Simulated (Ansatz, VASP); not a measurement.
## HfN: VASP beside Ansatz

INCAR

```
ALGO     = Normal         # electronic algorithm
EDIFF    = 1E-6           # SCF threshold, eV
ENCUT    = 520            # plane-wave cutoff, eV
GGA      = PE             # functional
ISIF     = 2              # what is computed and relaxed
ISMEAR   = 0              # smearing method
LASPH    = True           # aspherical terms in the spheres
LCHARG   = True           # write CHGCAR
LELF     = True           # ELF
LREAL    = False          # projectors in reciprocal space
LVHAR    = True         
LWAVE    = False          # write WAVECAR
NBANDS   = 14             # bands
NELM     = 60             # most SCF steps
PREC     = Accurate       # precision mode
SIGMA    = 0.15           # smearing width, eV
```

File KPOINTS:

```
k-points
0
Gamma
  16 16 16
```

Contents of POSCAR:

```
HfN
1.0
    0.0000000000      2.4548220000      2.4548220000
    2.4548220000      0.0000000000      2.4548220000
    2.4548220000      2.4548220000      0.0000000000
Hf N
1 1
Direct
    0.0000000000      0.0000000000      0.0000000000
    0.7500000000      0.7500000000      0.7500000000
```

Input for Ansatz:

```yaml
crystal:
  lattice:
    - [0.0, 2.454822, 2.454822]
    - [2.454822, 0.0, 2.454822]
    - [2.454822, 2.454822, 0.0]
  atoms:
    - { symbol: Hf, position: [0.0, 0.0, 0.0] }
    - { symbol: "N", position: [0.75, 0.75, 0.75] }
basis:
  ecutwfc: 420
kpoints:
  mp_grid: { grid: [16, 16, 16] }
hamiltonian:
  xc: pbe
scf:
  occupations: { method: gaussian, width: 0.15 }
output:
  forces: true
  stress: true
  eigenvalues: true
  write_density: true
  write_potential: true
  elf: true
  volumetric_format: npy
```

The cell comes from a database or a generator and needn't be the stable form of this composition.

Alike in both runs: task single point; functional PBE; k mesh 16 × 16 × 16; occupations gaussian, width 0.15 eV; no spin polarisation.

```csv
,VASP,Ansatz
version,VASP 6.6.1,Ansatz 0.2.0
potentials or method,"VASP PAW PBE potentials, release 64 (Hf_pv, N)","scalar-relativistic, plane waves, PAW"
plane-wave cutoff (eV),520,420
valence electrons in the cell,15,31
```

Ansatz gave:

| Property | Result |
| --- | --- |
| gap on the k mesh at the Fermi level (eV) | none |
| pressure (GPa) | 0.7 |

Question: Estimate VASP's values.

Answer: gap on the k mesh at the Fermi level (eV): none; pressure (GPa): -0.3.

A gap of «none» marks a metal or a gap that the smearing closes. The two sets of potentials don't hold the same shells in valence.

The runs have no spin-orbit coupling, so splittings on Hf are missing.
